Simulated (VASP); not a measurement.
Calculation: RPBE GGA, VASP's PBE PAW potentials (set 64) (plane waves; VASP 6.6.1).

The input files of a VASP run:

### POSCAR
```
ZnTe
3.1338050
  0.0000000000   0.9999998750   0.9999998750
  0.9999998750   0.0000000000   0.9999998750
  0.9999998750   0.9999998750   0.0000000000
Zn Te
1 1
Cart
  0.0000000000   0.0000000000   0.0000000000
  0.4999999375   0.4999999375   0.4999999375
```

File KPOINTS:
```
Automatic
0
G
  8 8 8
0 0 0
```

**INCAR**
```
SYSTEM  =  ZnTe
PREC  =  Accurate; ENCUT  =  520; LREAL  =  .False.
LASPH  =  .True.
EDIFF  =  1E-7; NELM  =  100; ALGO  =  Normal
LMAXMIX  =  4
ISMEAR  =  -5
GGA  =  RP
ISIF  =  2
LWAVE  =  .False.; LCHARG  =  .True.; LORBIT  =  11
NEDOS  =  601
```

POTCAR, in this order: Zn Te (PBE.64 set). Program: vasp_std.

What VASP printed:

File OSZICAR:
```
       N       E                     dE             d eps       ncg     rms          rms(c)
DAV:   1     0.772851326177E+02    0.77285E+02   -0.85314E+03   754   0.142E+03
DAV:   2    -0.782318436820E-01   -0.77363E+02   -0.74893E+02   799   0.255E+02
DAV:   3    -0.464611712957E+01   -0.45679E+01   -0.45501E+01   969   0.620E+01
DAV:   4    -0.471050830499E+01   -0.64391E-01   -0.64381E-01   949   0.722E+00
DAV:   5    -0.471153693870E+01   -0.10286E-02   -0.10286E-02   932   0.740E-01    0.433E+00
DAV:   6    -0.456038937073E+01    0.15115E+00   -0.50404E-01  1052   0.185E+01    0.341E+00
DAV:   7    -0.455416472209E+01    0.62246E-02   -0.10107E-01   854   0.348E+00    0.134E+00
DAV:   8    -0.455696026875E+01   -0.27955E-02   -0.57458E-03   920   0.715E-01    0.357E-01
DAV:   9    -0.455790725480E+01   -0.94699E-03   -0.18071E-03   809   0.333E-01    0.121E-01
DAV:  10    -0.455810093762E+01   -0.19368E-03   -0.25830E-04   892   0.114E-01    0.312E-02
DAV:  11    -0.455816709608E+01   -0.66158E-04   -0.13689E-04   809   0.770E-02    0.279E-02
DAV:  12    -0.455817247029E+01   -0.53742E-05   -0.45964E-06   904   0.189E-02    0.707E-03
DAV:  13    -0.455817571725E+01   -0.32470E-05   -0.94201E-06   804   0.187E-02    0.260E-03
DAV:  14    -0.455817596563E+01   -0.24838E-06   -0.26053E-07   896   0.405E-03    0.143E-03
DAV:  15    -0.455817620398E+01   -0.23835E-06   -0.10707E-07   730   0.221E-03    0.169E-03
DAV:  16    -0.455817615304E+01    0.50940E-07   -0.17286E-09   432   0.540E-04
   1 F= -.45581762E+01 E0= -.45581762E+01  d E =0.000000E+00
```

OUTCAR:
```
------------------------ aborting loop because EDIFF is reached ----------------------------------------
  FORCE on cell =-STRESS in cart. coord.  units (eV):
  Direction    XX          YY          ZZ          XY          YZ          ZX
  --------------------------------------------------------------------------------------
  Total        0.0027578      0.0027578      0.0027578      0.0000000     -0.0000000      0.0000000
  in kB        0.0717849      0.0717849      0.0717849      0.0000000     -0.0000000      0.0000000
  external PRESSURE =       0.0717849 kB  Pullay stress =       0.0000000 kB
  volume of cell :       61.55
      direct lattice vectors                 reciprocal lattice vectors
     0.000000000  3.133804608  3.133804608    -0.159550471  0.159550471  0.159550471
     3.133804608  0.000000000  3.133804608     0.159550471 -0.159550471  0.159550471
     3.133804608  3.133804608  0.000000000     0.159550471  0.159550471 -0.159550471
 POSITION                                       TOTAL-FORCE (eV/Angst)
 -----------------------------------------------------------------------------------
      0.00000      0.00000      0.00000         0.000000      0.000000      0.000000
      1.56690      1.56690      1.56690        -0.000000     -0.000000     -0.000000
 -----------------------------------------------------------------------------------
    total drift:                               -0.000000     -0.000000     -0.000000
  FREE ENERGIE OF THE ION-ELECTRON SYSTEM (eV)
  ---------------------------------------------------
  free  energy   TOTEN  =        -4.5581761530 eV

  energy  without entropy=       -4.5581761530  energy(sigma->0) =       -4.55817615

 total charge

# of ion       s       p       d       tot
------------------------------------------
    1        0.534   0.371   9.756  10.661
    2        1.345   2.050   0.023   3.418
--------------------------------------------------
tot          1.879   2.421   9.779  14.079
```
(Selected blocks of OUTCAR.)

### OUTCAR
```
 val. band max:        2.5577978215   @ k =   0.0000   0.0000   0.0000

 cond. band min:       3.5770859989   @ k =   0.0000   0.0000   0.0000


 Fermi energy:         2.5676735983

 k-point     1 :       0.0000    0.0000    0.0000
  band No.  band energies     occupation
      1      -8.7043      2.00000
      2      -4.0530      2.00000
      3      -4.0530      2.00000
      4      -4.0530      2.00000
      5      -3.8627      2.00000
      6      -3.8627      2.00000
      7       2.5578      2.00000
      8       2.5578      2.00000
      9       2.5578      2.00000
     10       3.5771      0.00000
     11       7.0633      0.00000
     12       7.0633      0.00000
     13       7.0633      0.00000

 k-point     2 :       0.1250    0.0000    0.0000
  band No.  band energies     occupation
      1      -8.6135      2.00000
      2      -4.0450      2.00000
      3      -4.0450      2.00000
      4      -4.0404      2.00000
      5      -3.8635      2.00000
      6      -3.8635      2.00000
      7       1.2897      2.00000
      8       2.4176      2.00000
      9       2.4176      2.00000
     10       4.4166      0.00000
     11       7.2025      0.00000
     12       7.2911      0.00000
     13       7.2911      0.00000

 k-point     3 :       0.2500    0.0000    0.0000
  band No.  band energies     occupation
      1      -8.3756      2.00000
      2      -4.0272      2.00000
      3      -4.0272      2.00000
      4      -3.9854      2.00000
      5      -3.8635      2.00000
      6      -3.8635      2.00000
      7      -0.2941      2.00000
      8       2.1251      2.00000
      9       2.1251      2.00000
     10       4.6103      0.00000
     11       7.6585      0.00000
     12       7.6585      0.00000
     13       8.3401      0.00000

 k-point     4 :       0.3750    0.0000    0.0000
  band No.  band energies     occupation
      1      -8.1048      2.00000
      2      -4.0124      2.00000
      3      -4.0124      2.00000
...
```

Unless said otherwise, spin-orbit coupling is left out, though it shifts the bands of the heavy elements here.

The compound is ZnTe in the zinc blende structure. It was relaxed first, which changed the volume by +8 %.
